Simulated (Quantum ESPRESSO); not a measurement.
# TePb (Pm-3m) in Quantum ESPRESSO: a series of runs

One crystal, TePb, is run at these levels: PBE; tasks: single point, equation of state.

Program: Quantum ESPRESSO 7.5. These are calculated values, not measurements. Logs are shortened: lines on timing, memory, paths and dates and some standing lists are left out, and cuts for length are marked.

## (1) The crystal as given

The structure is cubic, space group Pm-3m (No. 221). Conventional cell: a = 4.002 Å, b = 4.002 Å, c = 4.002 Å, α = 90.00°, β = 90.00°, γ = 90.00°. Pb (site symmetry m-3m) is surrounded by 8 Te at 3.47 Å. Te (site symmetry m-3m) has 8 Pb at 3.47 Å as nearest neighbours.

Measurements of this composition are mostly on another form, of space group No. 225.

## (2) Single point, PBE, 30.13 Å³/atom

pw.in

```
&CONTROL
  calculation = 'scf'
  prefix = 'pwscf'
  outdir = './tmp'
  pseudo_dir = './pseudo'
  tprnfor = .true.
  tstress = .true.
  disk_io = 'nowf'
/
&SYSTEM
  ibrav = 0
  nat = 2
  ntyp = 2
  ecutwfc = 55
  ecutrho = 440
  nbnd = 16
  occupations = 'smearing'
  smearing = 'fd'
  degauss = 0.00367493
/
&ELECTRONS
  conv_thr = 4d-10
  electron_maxstep = 120
  mixing_beta = 0.5
/
ATOMIC_SPECIES
Pb   207.2000 Pb.pbe-dn-kjpaw_psl.0.2.2.UPF
Te   127.6000 Te_pbe_v1.uspp.F.UPF
CELL_PARAMETERS angstrom
   3.9205847483    0.0000000000    0.0000000000
   0.0000000000    3.9205847483    0.0000000000
   0.0000000000    0.0000000000    3.9205847483
ATOMIC_POSITIONS crystal
Pb     0.0000000000    0.0000000000    0.0000000000
Te     0.5000000000    0.5000000000    0.5000000000
K_POINTS automatic
7 7 7 0 0 0
```

Potentials or basis: SSSP 1.3 efficiency PBE.

The run is started by

```console
$ OMP_NUM_THREADS=1 pw.x -in pw.in > pw.out
```

pw.out:

```text
This program is part of the open-source Quantum ESPRESSO suite
     for quantum simulation of materials; please cite
         "P. Giannozzi et al., J. Phys.:Condens. Matter 21 395502 (2009);
         "P. Giannozzi et al., J. Phys.:Condens. Matter 29 465901 (2017);
         "P. Giannozzi et al., J. Chem. Phys. 152 154105 (2020);
     in publications or presentations arising from this work. More details at

     file Pb.pbe-dn-kjpaw_psl.0.2.2.UPF: wavefunction(s)  6S renormalized
     Message from routine setup:
     using ibrav=0 with symmetry is DISCOURAGED, use correct ibrav instead

     G-vector sticks info
     --------------------
     sticks:   dense  smooth     PW     G-vecs:    dense   smooth      PW
     Sum        1917     965    293                63317    22335    3695

     Using Slab Decomposition

     bravais-lattice index     =            0
     lattice parameter (alat)  =       7.4088  a.u.
     unit-cell volume          =     406.6766 (a.u.)^3
     number of atoms/cell      =            2
     number of atomic types    =            2
     number of electrons       =        20.00
     number of Kohn-Sham states=           16
     kinetic-energy cutoff     =      55.0000  Ry
     charge density cutoff     =     440.0000  Ry
     scf convergence threshold =      4.0E-10
     mixing beta               =       0.5000
     number of iterations used =            8  plain     mixing
     Exchange-correlation= SLA  PW   PBE  PBE
                           (   1   4   3   4   0   0   0)

     celldm(1)=   7.408831  celldm(2)=   0.000000  celldm(3)=   0.000000
     celldm(4)=   0.000000  celldm(5)=   0.000000  celldm(6)=   0.000000

     crystal axes: (cart. coord. in units of alat)
               a(1) = (   1.000000   0.000000   0.000000 )
               a(2) = (   0.000000   1.000000   0.000000 )
               a(3) = (   0.000000   0.000000   1.000000 )

     reciprocal axes: (cart. coord. in units 2 pi/alat)
               b(1) = (  1.000000  0.000000  0.000000 )
               b(2) = (  0.000000  1.000000  0.000000 )
               b(3) = (  0.000000  0.000000  1.000000 )

     PseudoPot. # 1 for Pb read from file:
     Pb.pbe-dn-kjpaw_psl.0.2.2.UPF
     Pseudo is Projector augmented-wave + core cor, Zval = 14.0
     Generated using "atomic" code by A. Dal Corso  v.5.0.99 svn rev. 10869
     Shape of augmentation charge: PSQ
     Using radial grid of 1281 points,  6 beta functions with:
                l(1) =   0
                l(2) =   0
                l(3) =   1
                l(4) =   1
                l(5) =   2
                l(6) =   2
     Q(r) pseudized with 0 coefficients

     PseudoPot. # 2 for Te read from file:
     Te_pbe_v1.uspp.F.UPF
     Pseudo is Ultrasoft + core correction, Zval =  6.0
     Generated by new atomic code, or converted to UPF format
     Using radial grid of  891 points,  5 beta functions with:
                l(1) =   0
                l(2) =   0
                l(3) =   1
                l(4) =   1
                l(5) =   2
     Q(r) pseudized with  6 coefficients,  rinner =    1.800   1.800   1.800
                                                       1.800   1.800

     atomic species   valence    mass     pseudopotential
     Pb               14.00   207.20000     Pb( 1.00)
     Te                6.00   127.60000     Te( 1.00)

     48 Sym. Ops., with inversion, found

   Cartesian axes

     site n.     atom                  positions (alat units)
         1        Pb     tau(   1) = (   0.0000000   0.0000000   0.0000000  )
         2        Te     tau(   2) = (   0.5000000   0.5000000   0.5000000  )

     number of k points=    20  Fermi-Dirac smearing, width (Ry)=  0.0037
                       cart. coord. in units 2pi/alat
        k(    1) = (   0.0000000   0.0000000   0.0000000), wk =   0.0058309
        k(    2) = (   0.0000000   0.0000000   0.1428571), wk =   0.0349854
        k(    3) = (   0.0000000   0.0000000   0.2857143), wk =   0.0349854
        k(    4) = (   0.0000000   0.0000000   0.4285714), wk =   0.0349854
        k(    5) = (   0.0000000   0.1428571   0.1428571), wk =   0.0699708
        k(    6) = (   0.0000000   0.1428571   0.2857143), wk =   0.1399417
[... 12 lines left out ...]
        k(   19) = (   0.2857143   0.4285714   0.4285714), wk =   0.1399417
        k(   20) = (   0.4285714   0.4285714   0.4285714), wk =   0.0466472

     Dense  grid:    63317 G-vectors     FFT dimensions: (  50,  50,  50)

     Smooth grid:    22335 G-vectors     FFT dimensions: (  36,  36,  36)

     Initial potential from superposition of free atoms

     starting charge      19.9974, renormalised to      20.0000
     Starting wfcs are   13 randomized atomic wfcs +    3 random wfcs

     Self-consistent Calculation

     iteration #  1     ecut=    55.00 Ry     beta= 0.50
     Davidson diagonalization with overlap
     ethr =  1.00E-02,  avg # of iterations =  5.2

     Threshold (ethr) on eigenvalues was too large:
     Diagonalizing with lowered threshold

     Davidson diagonalization with overlap
     ethr =  2.50E-04,  avg # of iterations =  5.6

     total energy              =    -897.06201426 Ry
     estimated scf accuracy    <       0.04847152 Ry

     iteration #  2     ecut=    55.00 Ry     beta= 0.50
     Davidson diagonalization with overlap
     ethr =  2.42E-04,  avg # of iterations =  2.5
[... 4 lines left out ...]
     iteration #  3     ecut=    55.00 Ry     beta= 0.50
     Davidson diagonalization with overlap
     ethr =  7.40E-05,  avg # of iterations =  2.4

     total energy              =    -897.07815988 Ry
     estimated scf accuracy    <       0.00048661 Ry

     iteration #  4     ecut=    55.00 Ry     beta= 0.50
     Davidson diagonalization with overlap
     c_bands:  1 eigenvalues not converged
     ethr =  2.43E-06,  avg # of iterations = 11.6

     total energy              =    -897.07908420 Ry
     estimated scf accuracy    <       0.00026272 Ry

     iteration #  5     ecut=    55.00 Ry     beta= 0.50
     Davidson diagonalization with overlap
     ethr =  1.31E-06,  avg # of iterations =  2.6

     total energy              =    -897.07911542 Ry
     estimated scf accuracy    <       0.00003912 Ry
[... 68 lines left out ...]
     total energy              =    -897.07913261 Ry
     estimated scf accuracy    <          5.5E-10 Ry

     iteration # 16     ecut=    55.00 Ry     beta= 0.50
     Davidson diagonalization with overlap
     ethr =  2.74E-12,  avg # of iterations =  3.5

     End of self-consistent calculation

          k = 0.0000 0.0000 0.0000 (  2801 PWs)   bands (ev):

    -7.9579  -7.9579  -7.8573  -7.8573  -7.8573  -3.4276   2.5709   7.4632
     7.4632   7.4632  13.0202  13.0202  14.8437  14.8437  14.8437  19.9235

          k = 0.0000 0.0000 0.1429 (  2837 PWs)   bands (ev):

    -7.9570  -7.9418  -7.8635  -7.8635  -7.8568  -3.2523   2.1637   7.3473
     7.6564   7.6564  13.1753  13.3005  14.2418  14.2418  14.5011  19.7131
[... 83 lines left out ...]
    -7.9320  -7.9091  -7.9081  -7.8561  -7.8251  -0.9171   1.5366   5.3729
     5.6093   7.1559   9.0879  10.0020  10.8088  18.9824  20.2811  20.7825

          k = 0.4286 0.4286 0.4286 (  2818 PWs)   bands (ev):

    -7.9253  -7.9227  -7.9227  -7.8244  -7.8244  -0.7356   1.9147   6.0013
     6.2893   6.2893   8.3783   8.3783   9.2195  21.6422  22.2856  22.2856

     the Fermi energy is     9.1126 ev

!    total energy              =    -897.07913261 Ry
     estimated scf accuracy    <          7.1E-11 Ry
     smearing contrib. (-TS)   =      -0.00119187 Ry
     internal energy E=F+TS    =    -897.07794074 Ry

     The total energy is F=E-TS. E is the sum of the following terms:
     one-electron contribution =     -35.24107231 Ry
     hartree contribution      =      32.43598489 Ry
     xc contribution           =     -58.80317995 Ry
     ewald contribution        =    -107.03148890 Ry
     one-center paw contrib.   =    -728.43818447 Ry

     convergence has been achieved in  16 iterations

     Forces acting on atoms (cartesian axes, Ry/au):

     atom    1 type  1   force =     0.00000000    0.00000000    0.00000000
     atom    2 type  2   force =     0.00000000    0.00000000    0.00000000

     Total force =     0.000000     Total SCF correction =     0.000000

     Computing stress (Cartesian axis) and pressure

          total   stress  (Ry/bohr**3)                   (kbar)     P=       26.46
   0.00017989   0.00000000   0.00000000           26.46        0.00        0.00
   0.00000000   0.00017989   0.00000000            0.00       26.46        0.00
   0.00000000   0.00000000   0.00017989            0.00        0.00       26.46

=------------------------------------------------------------------------------=
   JOB DONE.
=------------------------------------------------------------------------------=
```

It took 42 s on 1 thread of Arm Neoverse V1, shared host; peak memory 0.26 GiB.

What came out:

- Free energy: -12205.3834 eV
- Pressure: 2.6 GPa
- Band gap on the k mesh: none (metal or under the smearing width)

## (3) Single point, PBE, 30.77 Å³/atom

pw.in, as its differences from that of step 2:

```diff
@@ -29,5 +29,5 @@
 CELL_PARAMETERS angstrom
-   3.9205847483    0.0000000000    0.0000000000
-   0.0000000000    3.9205847483    0.0000000000
-   0.0000000000    0.0000000000    3.9205847483
+   3.9481954097    0.0000000000    0.0000000000
+   0.0000000000    3.9481954097    0.0000000000
+   0.0000000000    0.0000000000    3.9481954097
 ATOMIC_POSITIONS crystal
```

Potentials or basis: SSSP 1.3 efficiency PBE.

The run is started by

```console
$ OMP_NUM_THREADS=1 pw.x -in pw.in > pw.out
```

It took 38 s on 1 thread of Arm Neoverse V1, shared host; peak memory 0.27 GiB.

The run converged. Its results:

```
Free energy            : -12205.4010 eV
Pressure               : 1.6 GPa
Band gap on the k mesh : none (metal or under the smearing width)
```

## (4) Single point, PBE, 31.41 Å³/atom

pw.in, as its differences from that of step 3:

```diff
@@ -29,5 +29,5 @@
 CELL_PARAMETERS angstrom
-   3.9481954097    0.0000000000    0.0000000000
-   0.0000000000    3.9481954097    0.0000000000
-   0.0000000000    0.0000000000    3.9481954097
+   3.9754252041    0.0000000000    0.0000000000
+   0.0000000000    3.9754252041    0.0000000000
+   0.0000000000    0.0000000000    3.9754252041
 ATOMIC_POSITIONS crystal
```

The run is started by

```console
$ OMP_NUM_THREADS=1 pw.x -in pw.in > pw.out
```

It took 46 s on 1 thread of Arm Neoverse V1, shared host; peak memory 0.28 GiB.

It converged, with:

```yaml
Free_energy: -12205.4109 eV
Pressure: 0.7 GPa
Band_gap_on_the_k_mesh: none (metal or under the smearing width)
```

## (5) Single point, PBE, 32.05 Å³/atom

pw.in, as its differences from that of step 4:

```diff
@@ -29,5 +29,5 @@
 CELL_PARAMETERS angstrom
-   3.9754252041    0.0000000000    0.0000000000
-   0.0000000000    3.9754252041    0.0000000000
-   0.0000000000    0.0000000000    3.9754252041
+   4.0022870000    0.0000000000    0.0000000000
+   0.0000000000    4.0022870000    0.0000000000
+   0.0000000000    0.0000000000    4.0022870000
 ATOMIC_POSITIONS crystal
```

The run is started by

```console
$ OMP_NUM_THREADS=1 pw.x -in pw.in > pw.out
```

It took 37 s on 1 thread of Arm Neoverse V1, shared host; peak memory 0.28 GiB.

The run converged. Its results:

| Item | Value |
| --- | --- |
| Free energy | -12205.4137 eV |
| Pressure | -0.1 GPa |
| Band gap on the k mesh | none (metal or under the smearing width) |

## (6) Single point, PBE, 32.70 Å³/atom

pw.in, as its differences from that of step 5:

```diff
@@ -29,5 +29,5 @@
 CELL_PARAMETERS angstrom
-   4.0022870000    0.0000000000    0.0000000000
-   0.0000000000    4.0022870000    0.0000000000
-   0.0000000000    0.0000000000    4.0022870000
+   4.0287929844    0.0000000000    0.0000000000
+   0.0000000000    4.0287929844    0.0000000000
+   0.0000000000    0.0000000000    4.0287929844
 ATOMIC_POSITIONS crystal
```

Potentials or basis: SSSP 1.3 efficiency PBE.

The run is started by

```console
$ OMP_NUM_THREADS=1 pw.x -in pw.in > pw.out
```

Run time: 39 s. Hardware: 1 thread of Arm Neoverse V1, shared host; peak memory 0.28 GiB.

Results (log left out):

- Free energy: -12205.4100 eV
- Pressure: -0.9 GPa
- Band gap on the k mesh: none (metal or under the smearing width)

## (7) Single point, PBE, 33.34 Å³/atom

pw.in, as its differences from that of step 6:

```diff
@@ -29,5 +29,5 @@
 CELL_PARAMETERS angstrom
-   4.0287929844    0.0000000000    0.0000000000
-   0.0000000000    4.0287929844    0.0000000000
-   0.0000000000    0.0000000000    4.0287929844
+   4.0549547108    0.0000000000    0.0000000000
+   0.0000000000    4.0549547108    0.0000000000
+   0.0000000000    0.0000000000    4.0549547108
 ATOMIC_POSITIONS crystal
```

The run is started by

```console
$ OMP_NUM_THREADS=1 pw.x -in pw.in > pw.out
```

Wall time 41 s (1 thread of Arm Neoverse V1, shared host); peak memory 0.29 GiB.

Results (log left out):

| Quantity | Value |
| --- | --- |
| Free energy | -12205.4005 eV |
| Pressure | -1.6 GPa |
| Band gap on the k mesh | none (metal or under the smearing width) |

## (8) Single point, PBE, 33.98 Å³/atom

pw.in, as its differences from that of step 7:

```diff
@@ -29,5 +29,5 @@
 CELL_PARAMETERS angstrom
-   4.0549547108    0.0000000000    0.0000000000
-   0.0000000000    4.0549547108    0.0000000000
-   0.0000000000    0.0000000000    4.0549547108
+   4.0807831442    0.0000000000    0.0000000000
+   0.0000000000    4.0807831442    0.0000000000
+   0.0000000000    0.0000000000    4.0807831442
 ATOMIC_POSITIONS crystal
```

The run is started by

```console
$ OMP_NUM_THREADS=1 pw.x -in pw.in > pw.out
```

Wall time 41 s (1 thread of Arm Neoverse V1, shared host); peak memory 0.29 GiB.

It converged, with:

| Item | Value |
| --- | --- |
| Free energy | -12205.3858 eV |
| Pressure | -2.2 GPa |
| Band gap on the k mesh | none (metal or under the smearing width) |

## (9) Equation of state, PBE

Potentials or basis: SSSP 1.3 efficiency PBE.

No new run: the results of the series are fitted here.

What came out:

| Property | Result |
| --- | --- |
| Equilibrium volume | 32.00 Å³/atom |
| Bulk modulus | 40 GPa |
| Pressure derivative of the bulk modulus | 3.9 |

Energy against volume, from the lowest point:
```
volume (Å³/atom)  energy (meV/atom)
          30.132              15.14
          30.773               6.31
          31.414               1.38
          32.055               0.00
          32.696               1.82
          33.337               6.56
          33.978              13.93
```

Spin-orbit coupling is left out, which matters for the levels of Pb, Te.
